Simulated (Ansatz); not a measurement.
**CoPtO$_{2}$: strain energy, fitted**

CoPtO$_{2}$, R-3m, a = 2.855 Å, c = 17.883 Å. The structure is a Materials Project entry; whether it is the stable form wasn't checked. Ansatz: PBE, PAW, 420 eV, Γ-centred 12×12×2 mesh on 12 atoms, Gaussian smearing 0.10 eV; no spin polarisation. Series: biaxial strain in the a-b plane, c and atoms relaxed; x is the strain in per cent. y is the free energy over the unstrained cell, V0 = 10.518 Å³/atom.

| x (%) | y (meV/atom) |
| --- | --- |
| -6.0 | ? |
| -4.0 | 46.31 |
| -2.0 | 10.46 |
| 0.0 | 0.00 |
| 2.0 | 10.53 |
| 4.0 | 38.70 |
| 6.0 | 81.46 |

Task: Fit y = c2 x² + c3 x³ to the other rows, turn c2 into a modulus, and predict the missing energy.

Result: Least squares on the rows shown. y = 2.6438 x² − 0.062736 x³. In eV per unit strain² c2 is 26.44; M is the biaxial modulus (E = M V0 ε²): 26.44 × 160.2 / (10.518) = 403 GPa. At x = -6.0 the fit asked for gives 108.73 meV/atom. The run gave 112.06 meV/atom, so the fit is 3.33 meV/atom too low, 3 % of the span of the series, against an rms of 0.40 meV/atom on the fitted rows. The row lies outside the fitted range. With a term in x⁴ added, a fit to the same known rows predicts 107.03 meV/atom, further off still.

Spin polarisation was left out, and a magnetic state may lie lower. Spin–orbit coupling is left out, which can shift energies with elements as heavy as these.